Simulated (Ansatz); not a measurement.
**AlN: equation of state with PBEsol**

The system is AlN.

```
Al N
1.0
     3.11300    0.00000    0.00000
    -1.55650    2.69594    0.00000
     0.00000    0.00000    4.98100
Al N
2 2
Direct
  0.66667 0.33333 0.50000
  0.33333 0.66667 0.00000
  0.66667 0.33333 0.88000
  0.33333 0.66667 0.38000
```

```
Program             : Ansatz 0.2.0
Task                : equation of state
Functional          : PBEsol
Potentials or basis : all-electron LAPW, scalar-relativistic
Basis error allowed : 0.001 eV/atom
k mesh              : 10 × 10 × 6
Occupations         : fermi-dirac, width 0.05 eV
Spin                : no spin polarisation
```

```
Equilibrium volume                        : 10.46 Å³/atom
Bulk modulus at fixed shape and positions : 201 GPa
Pressure derivative of the bulk modulus   : 3.9
```

Energy against volume, from the lowest point:
```
volume (Å³/atom)  energy (meV/atom)
           9.824              26.57
          10.033              11.50
          10.242               2.85
          10.451               0.00
          10.660               2.41
          10.869               9.59
          11.078              21.09
```

All runs of the series together: 2.1 min on 2 threads of Arm Neoverse V1, with other jobs on the host.

Caveat: the cell was scaled at fixed shape and fractional positions, which overstates the stiffness of a crystal with free parameters, most of all of layers and chains.
